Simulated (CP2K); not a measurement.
Runs of CP2K 2026.2 on HfO2. Symmetry: P2_1/c, No. 14, monoclinic system. Conventional cell: a = 5.118 Å, b = 5.186 Å, c = 5.284 Å, α = 90.00°, β = 99.35°, γ = 90.00°. Around Hf (site symmetry 1) lie 7 O at 2.03 to 2.25 Å. Around O (site symmetry 1) lie 3 Hf at 2.03 to 2.12 Å. Around O (site symmetry 1) lie 4 Hf at 2.14 to 2.25 Å. 

```csv
level,potentials or basis,smearing,EPS_DEFAULT,NGRIDS,points a segment of the path (NPOINTS),bands added on the path,CUTOFF of the grids,gap on the mesh (eV),pressure (GPa),largest force (eV/Å)
r2SCAN,"POTENTIAL_UZH Hf GTH-SCAN-q12, O GTH-SCAN-q6; TZVP-MOLOPT-SCAN-GTH basis",fermi-dirac 0.01 eV,1.0E-9,4,6,2,850 Ry,(b),(a),0.39
TB-mBJ,"POTENTIAL_UZH Hf GTH-PBE-q12, O GTH-PBE-q6; TZVP-MOLOPT-PBE-GTH basis",fermi-dirac 0.0259 eV,1.0E-9,5,8,2,850 Ry,4.45,-,-
LDA,"GTH_POTENTIALS Hf GTH-PADE-q12, O GTH-PADE-q6; TZVP-MOLOPT-PBE-GTH basis",fermi-dirac 0.05 eV,1.0E-9,5,10,6,600 Ry,4.16,-36.6,1.47
PBEsol,"POTENTIAL_UZH Hf GTH-PBE-q12, O GTH-PBE-q6; TZVP-MOLOPT-PBE-GTH basis",fermi-dirac 0.01 eV,1.0E-10,5,6,2,600 Ry,4.10,-5.7,0.37
```

Alike in all rows: task band structure; no spin polarisation; cell as given; k mesh 5 × 5 × 5.

Q: Fill in the values left out.

A: (a) -7.8; (b) 4.55.

Caveats: spin-orbit coupling is left out, which moves the levels of the heavy elements; the basis of atomic orbitals isn't converged, which shifts pressures, moduli and gaps; the potentials were made for another functional, which shifts forces and pressure (some runs); this is a model potential without an energy functional, so only levels have meaning (some runs); a pressure of tens of GPa on the cell as given is suspect, and the run, the potentials or the cell itself is likely at fault (some runs); forces of over 1 eV/Å show positions far from the minimum, so gaps and moduli don't describe the material at rest (some runs).

A k mesh can miss the band edges, and the runs leave out spin-orbit coupling on Hf.

Runs at the PBE level aren't shown here.
